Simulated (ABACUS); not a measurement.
# Cl (Cmce) in ABACUS: notebook

The runs below take Cl through single point, with PBEsol, PW91, BLYP.

Program: ABACUS 3.10.1. These are calculated values, not measurements. Logs are shortened: lines on timing, memory, paths and dates and some standing lists are left out, and cuts for length are marked.

## 1. The structure

It takes space group Cmce (No. 64, orthorhombic). The conventional cell has a = 6.290 Å, b = 4.500 Å, c = 8.210 Å, α = 90.00°, β = 90.00°, γ = 90.00°. Cl (site symmetry m) is surrounded by 1 Cl at 2.02 Å.

## 2. Single point, PBEsol

INPUT

```
INPUT_PARAMETERS
suffix              Cl
calculation         scf
basis_type          pw
pseudo_dir          ./
symmetry            1
dft_functional      pbesol
ecutwfc             60
pseudo_rcut         7
nspin               1
nbands              24
ks_solver           dav
smearing_method     fd
smearing_sigma      0.00367493
scf_thr             1e-08
scf_nmax            100
mixing_type         broyden
mixing_beta         0.7
cal_force           1
cal_stress          1
out_chg             1
kpar                4
```

STRU

```
ATOMIC_SPECIES
Cl 35.4500 Cl_ONCV_PBE-1.2.upf

LATTICE_CONSTANT
7.3075308520

LATTICE_VECTORS
0.8132964174 -0.5818495832 0.0000000000
0.8132964174 0.5818495832 0.0000000000
0.0000000000 0.0000000000 2.1231044791

ATOMIC_POSITIONS
Cartesian

Cl
0.0
4
0.8132964174 0.1512808916 0.8492417916 1 1 1
0.8132964174 0.4305686916 1.9107940312 1 1 1
0.8132964174 -0.1512808916 1.2738626875 1 1 1
0.8132964174 -0.4305686916 0.2123104479 1 1 1
```

KPT

```
K_POINTS
0
Gamma
5 5 3 0 0 0
```

Potentials or basis: SG15 ONCV 1.2 PBE, plane waves.

On the command line:

```bash
$ OMP_NUM_THREADS=1 mpirun -np 4 abacus > log
```

running log:

```text
ABACUS v3.10.1

               Atomic-orbital Based Ab-initio Computation at UStc

 ------------------------------------------------------------------------------------

 READING GENERAL INFORMATION
                           global_out_dir = OUT.Cl/
                           global_in_card = INPUT
                               pseudo_dir = ./
                              orbital_dir =
                                    DSIZE = 4
                                    GSIZE = 1

 READING UNITCELL INFORMATION
                                    ntype = 1
                  lattice constant (Bohr) = 7.30753
              lattice constant (Angstrom) = 3.86698

 READING ATOM TYPE 1
                               atom label = Cl
                      L=0, number of zeta = 1
                      L=1, number of zeta = 1
                      L=2, number of zeta = 1
             number of atom for this type = 4

                        TOTAL ATOM NUMBER = 4
CARTESIAN COORDINATES ( UNIT =       7.307530852000 Bohr ).
    atom                   x                   y                   z     mag                  vx                  vy                  vz
tauc_Cl1            0.8132964174        0.1512808916        0.8492417916  0.0000        0.0000000000        0.0000000000        0.0000000000
tauc_Cl2            0.8132964174        0.4305686916        1.9107940312  0.0000        0.0000000000        0.0000000000        0.0000000000
tauc_Cl3            0.8132964174       -0.1512808916        1.2738626875  0.0000        0.0000000000        0.0000000000        0.0000000000
tauc_Cl4            0.8132964174       -0.4305686916        0.2123104479  0.0000        0.0000000000        0.0000000000        0.0000000000

                          Volume (Bohr^3) = 784.103
                             Volume (A^3) = 116.192

 Lattice vectors: (Cartesian coordinate: in unit of a_0)
            +0.813296            -0.58185                  +0
            +0.813296            +0.58185                  +0
                   +0                  +0             +2.1231
 Reciprocal vectors: (Cartesian coordinate: in unit of 2 pi/a_0)
            +0.614782           -0.859329                  +0
            +0.614782           +0.859329                  -0
                   -0                  -0           +0.471008
 The esolver type has been set to : ksdft_pw

                PAO radial cut off (Bohr) = 7

 Read in pseudopotential file is Cl_ONCV_PBE-1.2.upf
                     pseudopotential type = NC
          exchange-correlation functional = PBE
                 nonlocal core correction = 0
                        valence electrons = 7
                                     lmax = 1
                           number of zeta = 0
                     number of projectors = 4
                           L of projector = 0
                           L of projector = 0
                           L of projector = 1
                           L of projector = 1
 XC functional updated to : pbesol
[... 132 lines left out ...]

[... K-POINTS DIRECT COORDINATES: 5 rows ...]

 SETUP PLANE WAVES FOR WAVE FUNCTIONS
     energy cutoff for wavefunc (unit:Ry) = 60
              fft grid for wave functions = [ 40, 40, 80 ]
                    number of plane waves = 7033
                         number of sticks = 265

 PARALLEL PW FOR WAVE FUNCTIONS
     PROC   COLUMNS(POT)             PW
        1            265           7033
 --------------- sum -------------------
        1            265           7033

 SETUP NONLOCAL PSEUDOPOTENTIALS IN PLANE WAVE BASIS
 Cl non-local projectors:
 projector 1 L=0
 projector 2 L=0
 projector 3 L=1
 projector 4 L=1
      TOTAL NUMBER OF NONLOCAL PROJECTORS = 32

 Init Non-Local PseudoPotential table :
 Init Non-Local-Pseudopotential done.

                                     npwx = 6167

 -------------------------------------------
[... 5 lines left out ...]

 Notice: Threshold on eigenvalues was too large.
 hsover_error=0.28 > DRHO=0.109226
 Origin diag ethr = 0.01
 New diag ethr = 0.000390091

 Density error is 0.106042269976
                          Error Threshold = 0.000390091328912
----------------------------------------------------------
     Energy           Rydberg                 eV
----------------------------------------------------------
 E_KohnSham     -120.4482049405      -1638.7819010621
 E_Harris       -121.0412020456      -1646.8500405891
 E_Fermi        0.1536447702         2.0904443424
----------------------------------------------------------
[... 63 lines left out ...]
 Density error is 2.16704181137e-09
                          Error Threshold = 2.75769040759e-10
----------------------------------------------------------
     Energy           Rydberg                 eV
----------------------------------------------------------
 E_KohnSham     -120.4541307567      -1638.8625259278
 E_KS(sigma->0) -120.4541307567      -1638.8625259278
 E_Harris       -120.4541013902      -1638.8621263768
 E_band         -11.0598439111       -150.4768961821
 E_one_elec     -32.9411534673       -448.1873858473
 E_Hartree      25.7025780693        349.7015150317
 E_xc           -22.6285206317       -307.8768179018
 E_Ewald        -90.5870347269       -1232.4998372104
 E_entropy(-TS) -0.0000000000        -0.0000000000
 E_descf        0.0000000000         0.0000000000
 E_exx          0.0000000000         0.0000000000
 E_Fermi        0.1260266773         1.7146809110
----------------------------------------------------------

 charge density convergence is achieved
 final etot is -1638.8625259 eV
 EFERMI = 1.714680911 eV

 STATE ENERGY(eV) AND OCCUPATIONS    NSPIN == 1
 1/5 kpoint (Cartesian) = 0.0000 0.0000 0.0000 (6119 pws)
       1       -16.2507      0.0266667
       2       -16.0461      0.0266667
       3       -12.2595      0.0266667
       4       -11.7123      0.0266667
       5       -4.98670      0.0266667
       6       -4.16969      0.0266667
[... 120 lines left out ...]
      23        11.6938    2.24211e-88
      24        11.7779        0.00000

------------------------------------------------------------------------------------------
 TOTAL-FORCE (eV/Angstrom)
------------------------------------------------------------------------------------------
                       Cl1         0.0000000000         0.0145672771        -0.1905963291
                       Cl2         0.0000000000        -0.0145672771        -0.1905963291
                       Cl3         0.0000000000        -0.0145672771         0.1905963291
                       Cl4         0.0000000000         0.0145672771         0.1905963291
------------------------------------------------------------------------------------------

----------------------------------------------------------------
 TOTAL-STRESS (KBAR)
----------------------------------------------------------------
         1.9133929147         0.0000000000         0.0000000000
        -0.0000000000        -5.3340461651         0.0000000000
         0.0000000000         0.0000000000        -4.9628516681
----------------------------------------------------------------
 TOTAL-PRESSURE: -2.794502 KBAR

 --------------------------------------------
 !FINAL_ETOT_IS -1638.8625259278487647 eV
 --------------------------------------------
```

Wall time 11 s (4 MPI ranks of AMD EPYC 9R45 (Zen 5), shared host); peak memory 0.52 GiB.

What came out:

- Free energy: -1638.8625 eV
- Pressure: -0.3 GPa
- Largest force: 0.191 eV/Å
- Band gap on the k mesh: 2.44 eV, indirect (least direct gap 2.49 eV)

Forces in eV/Å, atoms in the order of the input:
```
Cl   0.000  0.015 -0.191
Cl   0.000 -0.015 -0.191
Cl   0.000 -0.015  0.191
Cl   0.000  0.015  0.191
```

Caveat: the potentials were made for another functional, which shifts forces and pressure; an odd mesh through Γ misses points on the zone boundary, where band edges often lie.

## 3. Single point, PW91

Edit INPUT of step 2 so:

```diff
@@ -6,3 +6,3 @@
 symmetry            1
-dft_functional      pbesol
+dft_functional      GGA_X_PW91+GGA_C_PW91
 ecutwfc             60
```

STRU is that of step 2.

KPT is that of step 2.

Potentials or basis: SG15 ONCV 1.2 PBE, plane waves.

On the command line:

```bash
$ OMP_NUM_THREADS=1 mpirun -np 4 abacus > log
```

running log:

```text
ABACUS v3.10.1

               Atomic-orbital Based Ab-initio Computation at UStc

 ------------------------------------------------------------------------------------

 READING GENERAL INFORMATION
                           global_out_dir = OUT.Cl/
                           global_in_card = INPUT
                               pseudo_dir = ./
                              orbital_dir =
                                    DSIZE = 4
                                    GSIZE = 1

 READING UNITCELL INFORMATION
                                    ntype = 1
                  lattice constant (Bohr) = 7.30753
              lattice constant (Angstrom) = 3.86698

 READING ATOM TYPE 1
                               atom label = Cl
                      L=0, number of zeta = 1
                      L=1, number of zeta = 1
                      L=2, number of zeta = 1
             number of atom for this type = 4

                        TOTAL ATOM NUMBER = 4
CARTESIAN COORDINATES ( UNIT =       7.307530852000 Bohr ).
    atom                   x                   y                   z     mag                  vx                  vy                  vz
tauc_Cl1            0.8132964174        0.1512808916        0.8492417916  0.0000        0.0000000000        0.0000000000        0.0000000000
[... 283 lines left out ...]
 E_Harris       -120.8367362844      -1644.0681411910
 E_band         -11.1375372963       -151.5339689171
 E_one_elec     -33.1359100122       -450.8371845809
 E_Hartree      25.9830842098        353.5179968672
 E_xc           -23.0969147257       -314.2496464893
 E_Ewald        -90.5870347269       -1232.4998372104
 E_entropy(-TS) -0.0000000000        -0.0000000000
 E_descf        0.0000000000         0.0000000000
 E_exx          0.0000000000         0.0000000000
 E_Fermi        0.1144710910         1.5574590938
----------------------------------------------------------

 charge density convergence is achieved
 final etot is -1644.0686714 eV
 EFERMI = 1.5574590938 eV

 STATE ENERGY(eV) AND OCCUPATIONS    NSPIN == 1
 1/5 kpoint (Cartesian) = 0.0000 0.0000 0.0000 (6119 pws)
       1       -16.2455      0.0266667
       2       -16.0431      0.0266667
       3       -12.2867      0.0266667
       4       -11.7495      0.0266667
       5       -4.99517      0.0266667
       6       -4.19878      0.0266667
[... 120 lines left out ...]
      23        11.8000        0.00000
      24        11.8955        0.00000

------------------------------------------------------------------------------------------
 TOTAL-FORCE (eV/Angstrom)
------------------------------------------------------------------------------------------
                       Cl1         0.0000000000         0.0792340066        -0.2714394169
                       Cl2         0.0000000000        -0.0792340066        -0.2714394169
                       Cl3         0.0000000000        -0.0792340066         0.2714394169
                       Cl4         0.0000000000         0.0792340066         0.2714394169
------------------------------------------------------------------------------------------

----------------------------------------------------------------
 TOTAL-STRESS (KBAR)
----------------------------------------------------------------
        12.4409623490         0.0000000000         0.0000000000
        -0.0000000000         8.8039970763         0.0000000000
         0.0000000000        -0.0000000000        11.2632272695
----------------------------------------------------------------
 TOTAL-PRESSURE: 10.836062 KBAR

 --------------------------------------------
 !FINAL_ETOT_IS -1644.0686714133707937 eV
 --------------------------------------------
```

stdout:

```text
ABACUS v3.10.1,Total thread number: 4,Local thread limit: 96

               Atomic-orbital Based Ab-initio Computation at UStc

 dft_functional readin is: GGA_X_PW91+GGA_C_PW91
 dft_functional in pseudopot file is: PBE
[... 29 lines left out ...]
 DA7     -1.64406867e+03  -2.53896678e-07   1.3393e-09   1.36
----------------------------------------------------------------
 TOTAL-STRESS (KBAR)
----------------------------------------------------------------
        12.4409623490         0.0000000000         0.0000000000
        -0.0000000000         8.8039970763         0.0000000000
         0.0000000000        -0.0000000000        11.2632272695
----------------------------------------------------------------
 TOTAL-PRESSURE: 10.836062 KBAR
```

Wall time 12 s (4 MPI ranks of AMD EPYC 9R45 (Zen 5), shared host); peak memory 0.52 GiB.

Results:

- Free energy: -1644.0687 eV
- Pressure: 1.1 GPa
- Largest force: 0.283 eV/Å
- Band gap on the k mesh: 2.52 eV, indirect (least direct gap 2.57 eV)

Forces on the atoms (eV/Å):
```
Cl   0.000  0.079 -0.271
Cl   0.000 -0.079 -0.271
Cl   0.000 -0.079  0.271
Cl   0.000  0.079  0.271
```

Caveat: the potentials were made for another functional, which shifts forces and pressure; an odd mesh through Γ misses points on the zone boundary, where band edges often lie.

## 4. Single point, BLYP

Edit INPUT of step 3 so:

```diff
@@ -6,3 +6,3 @@
 symmetry            1
-dft_functional      GGA_X_PW91+GGA_C_PW91
+dft_functional      GGA_X_B88+GGA_C_LYP
 ecutwfc             60
@@ -21,2 +21,3 @@
 out_chg             1
-kpar                4
+out_pot             2
+out_elf             1
```

STRU is that of step 3.

KPT is that of step 3.

On the command line:

```bash
$ OMP_NUM_THREADS=1 mpirun -np 4 abacus > log
```

Wall time 7.3 s (4 MPI ranks of AMD EPYC 9R45 (Zen 5), shared host); peak memory 0.4 GiB.

Results (log left out):

* Free energy: -1637.9145 eV
* Pressure: 2.6 GPa
* Largest force: 0.659 eV/Å
* Band gap on the k mesh: 2.58 eV, indirect (least direct gap 2.63 eV)

Forces on the atoms (eV/Å):
```
Cl   0.000  0.310 -0.582
Cl   0.000 -0.310 -0.582
Cl   0.000 -0.310  0.582
Cl   0.000  0.310  0.582
```

Stress tensor (GPa, compression positive):
```
2.00 0.00 0.00
0.00 2.43 0.00
0.00 0.00 3.42
```

Levels at points of the mesh, in eV from the valence-band top:
```csv
k point,band 10,band 11,band 12,band 13,band 14,band 15,band 16,band 17,band 18,band 19
"(0.00, 0.00, 0.00)",-2.09,-0.68,-0.39,-0.14,-0.05,2.58,3.16,7.05,7.74,9.08
```

Caveat: the potentials were made for another functional, which shifts forces and pressure; an odd mesh through Γ misses points on the zone boundary, where band edges often lie.

## 5. Summary

| level | gap on the mesh (eV) | pressure (GPa) | largest force (eV/Å) |
| --- | --- | --- | --- |
| PBEsol | 2.44 | -0.3 | 0.19 |
| PW91 | 2.52 | 1.1 | 0.28 |
| BLYP | 2.58 | 2.6 | 0.66 |

Alike in all rows: task single point; potentials or basis SG15 ONCV 1.2 PBE, plane waves; no spin polarisation; cell as given; k mesh 5 × 5 × 3; cutoff (eV) 816; smearing fermi-dirac 0.05 eV.

On the cell as given the gap runs from 2.44 eV (PBEsol) to 2.58 eV (BLYP). The pressure there spans -0.3 GPa (PBEsol) to 2.6 GPa (BLYP); a positive pressure means that this level wants a larger cell, a negative one a smaller.

Caveats: the potentials were made for another functional, which shifts forces and pressure; an odd mesh through Γ misses points on the zone boundary, where band edges often lie.

Absolute energies hang on the potentials; compare differences alone.
